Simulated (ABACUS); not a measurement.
Runs of ABACUS 3.10.1 on Al. Symmetry: Im-3m, No. 229, cubic system. Conventional cell: a = 3.182 Å, b = 3.182 Å, c = 3.182 Å, α = 90.00°, β = 90.00°, γ = 90.00°. Around Al (site symmetry m-3m) lie 8 Al at 2.76 Å. This isn't the form of Al at room conditions, which is fcc.

```csv
potentials or basis,cutoff (eV),radial cutoff of the potentials (pseudo_rcut),gap on the mesh (eV),pressure (GPa)
"GBRV ultrasoft 1.5 PBE, plane waves",544,10 bohr,none,4.2
"SPMS ONCV 1.0 PBE, plane waves",816,7 bohr,none,3.9
"PseudoDojo NC SR 0.4.1 PBE standard, plane waves",558,7 bohr,none,3.9
"PseudoDojo NC SR 0.5 PBE stringent, plane waves",558,7 bohr,none,3.9
"SG15 ONCV 1.2 PBE, plane waves",816,7 bohr,none,(a)
"Ansatz NC PBE, plane waves",558,7 bohr,none,4.1
```

Alike in all rows: task single point; level PBE; no spin polarisation; cell as given; k mesh 8 × 8 × 8; smearing fermi-dirac 0.05 eV.

**Question.** Fill in the values left out.

**Answer.** (a) 2.8.

A gap of «none» marks a metal or a gap under the smearing width.

The runs don't all hold the same shells in valence.
